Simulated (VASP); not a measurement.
Data:

```
CELL_PARAMETERS angstrom
      4.38646     0.00000     0.00000
      0.00000     4.38646     0.00000
      0.00000     0.00000     4.38646
ATOMIC_POSITIONS crystal
  Cs 0.00000 0.00000 0.00000
  Br 0.50000 0.50000 0.50000
```

Level of theory: PBE GGA, VASP's PBE PAW potentials (set 64) (plane waves; VASP). Run with 400 eV cut-off, 8×8×8 Γ-centred mesh, Gaussian smearing of 0.010 eV, potentials Cs_sv Br.

Problem. Give the direction-averaged independent-particle dielectric function (no local fields, no excitons; a broadening of 0.1 eV leaves a tail below the gap, and fine structure carries the noise of the k-mesh).

Solution. 
```csv
ħω (eV),ε₁,ε₂
0.00,3.21,0.00
0.40,3.21,0.00
0.80,3.23,0.01
1.30,3.27,0.01
1.70,3.31,0.01
2.20,3.39,0.02
2.60,3.48,0.03
3.10,3.63,0.04
3.50,3.80,0.05
3.90,4.05,0.08
4.40,4.49,0.22
4.80,4.92,0.62
5.30,5.39,1.27
5.70,5.81,2.93
6.20,4.80,4.76
6.60,0.92,4.06
7.00,2.43,3.24
7.50,1.96,3.40
7.90,2.84,3.76
8.40,0.35,3.62
8.80,0.39,2.21
9.30,0.73,1.14
9.70,1.16,1.25
10.20,1.70,0.96
```
ε₂ peaks at 6.5 eV (height 5.5), 7.5 eV (height 3.4), 8.2 eV (height 4.3); ε₁(0) averages 3.21, so the electronic refractive index below the gap tends to √3.21 = 1.79.

The compound is CsBr in the CsCl type structure. It was relaxed first, which changed the volume by +7 %.
